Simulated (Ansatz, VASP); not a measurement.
This is a calculation of Tl (Thallium) for VASP 6.6.1. 

The input INCAR:

```
  PREC = Accurate
  ENCUT = 520
  EDIFF = 1E-7
  ISMEAR = -1
  SIGMA = 0.05
  LREAL = False
  LASPH = True
  NELM = 60
  ALGO = Normal
  ISIF = 2
  LWAVE = False
  LCHARG = False
  GGA = PE
  NBANDS = 20
```

The input KPOINTS:

```
regular mesh
0
Gamma
  9 9 5
```

POSCAR

```
Tl
1.0
    3.4560000000      0.0000000000      0.0000000000
   -1.7280000000      2.9929837955      0.0000000000
    0.0000000000      0.0000000000      5.5250000000
Tl
2
Direct
    0.6666666667      0.3333333333      0.7500000000
    0.3333333333      0.6666666667      0.2500000000
```

Potentials or basis: VASP PAW PBE potentials, release 64 (Tl_d).

Run with:

```bash
$ cat potpaw_PBE.64/Tl_d/POTCAR > POTCAR
$ mpirun -np 1 vasp_std > vasp.out
```

Problem. Set up the same calculation for Ansatz 0.2.0. Potentials or basis there: Ansatz PAW, cutoff 420 eV.

Solution. As run (cutoffs and basis follow the program's own potentials, and thresholds, step limits or extra output files can differ):

input.yaml

```yaml
crystal:
  lattice:
    - [3.456, 0.0, 0.0]
    - [-1.728, 2.9929837955, 0.0]
    - [0.0, 0.0, 5.525]
  atoms:
    - { symbol: Tl, position: [0.6666666667, 0.3333333333, 0.75] }
    - { symbol: Tl, position: [0.3333333333, 0.6666666667, 0.25] }
hamiltonian:
  xc: pbe
  pseudopotentials: { kind: paw }
kpoints:
  mp_grid: { grid: [9, 9, 5] }
scf:
  occupations: { method: fermi_dirac, width: 0.05 }
output:
  forces: true
  stress: true
  eigenvalues: true
  write_density: true
  write_potential: true
  elf: true
  volumetric_format: npy
```

Potentials or basis: Ansatz PAW.

Run with:

```sh
$ ansatz run input.yaml --threads 1 --pin off --max-ram 3584MiB --backend cpu --events-out ev --progress --plain --runs-dir out
```

Both were run:

|  | VASP | Ansatz |
| --- | --- | --- |
| Pressure | 3.4 GPa | 3.4 GPa |

Ansatz's pressure holds a Pulay term of +0.05 GPa for its cutoff of 420 eV, which the other run lacks.

Where Ansatz's input types no cutoff or centring, it takes its own default and a Γ-centred mesh.

Pressure is positive in compression.
